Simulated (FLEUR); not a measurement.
# SnSe2: band structure with LDA exchange alone (X-alpha)

Crystal: SnSe2.

```
Sn Se
1.0
     3.81100    0.00000    0.00000
    -1.90550    3.30042    0.00000
     0.00000    0.00000    6.13600
Sn Se
1 2
Direct
  0.00000 0.00000 0.00000
  0.66667 0.33333 0.75100
  0.33333 0.66667 0.24900
```

```
Program                  : FLEUR MaX-R8.1 (patched build s14)
Task                     : band structure
Functional               : LDA exchange alone (X-alpha)
Potentials or basis      : all-electron
Basis                    : FLAPW
Kmax                     : 3.8 1/bohr
k mesh                   : 8 × 8 × 5
Occupations              : fermi-dirac, width 0.05 eV
Spin                     : no spin polarisation
Gmax                     : 11.8 1/bohr
Muffin-tin radii         : Sn 2.41, Se 2.28 bohr
lmax                     : Sn 10, Se 9
Local orbitals a species : Sn 5, Se 4
Max iterations           : 60
Mixing factor            : 0.05
Mixer                    : Anderson
Mixer history            : 15
Density convergence      : 1e-05 me/bohr^3
```

The band gap on the k mesh is 0.63 eV, indirect (least direct gap 0.83 eV) and the band gap along the path is 0.56 eV, indirect (least direct gap 0.83 eV). The valence electrons inside the program's atomic spheres are Sn 19.65; Se 14.11 (radii Sn 2.41, Se 2.28 bohr).

Levels at the corners of the path, in eV from the valence-band top:
```tsv
point	band 25	band 26	band 27	band 28	band 29	band 30
Γ	-0.43	-0.43	-0.05	0.79	2.65	4.45
M	-2.78	-1.35	-0.34	0.97	3.49	5.13
K	-3.46	-1.65	-1.65	1.18	6.48	6.48
Γ	-0.43	-0.43	-0.05	0.79	2.65	4.45
A	-0.85	-0.27	-0.27	2.27	2.62	4.17
L	-2.08	-0.94	-0.76	0.67	3.94	4.56
H	-3.87	-0.42	-0.42	2.41	4.45	4.45
A	-0.85	-0.27	-0.27	2.27	2.62	4.17
L	-2.08	-0.94	-0.76	0.67	3.94	4.56
M	-2.78	-1.35	-0.34	0.97	3.49	5.13
K	-3.46	-1.65	-1.65	1.18	6.48	6.48
H	-3.87	-0.42	-0.42	2.41	4.45	4.45
```

Core levels (eV from the Fermi level):
```csv
atom,levels
1 Sn,"1s1/2 -28955.4, 2s1/2 -4366.3, 2p1/2 -4080.4, 2p3/2 -3850.1, 3s1/2 -837.9, 3p1/2 -721.6, 3p3/2 -679.6, 3d3/2 -473.2, 3d5/2 -464.5"
2 Se,"1s1/2 -12472.0, 2s1/2 -1597.1, 2p1/2 -1433.4, 2p3/2 -1391.7, 3s1/2 -205.9, 3p1/2 -150.0, 3p3/2 -144.1"
3 Se,"1s1/2 -12472.0, 2s1/2 -1597.1, 2p1/2 -1433.4, 2p3/2 -1391.7, 3s1/2 -205.9, 3p1/2 -150.0, 3p3/2 -144.1"
```

Wall time 52 s on 1 thread of Intel(R) Xeon(R) Platinum 8375C CPU @ 2.90GHz (Ice Lake), with other jobs on the host, peak memory 0.07 GiB.

Caveat: spin-orbit coupling is left out, which moves the levels of the heavy elements.
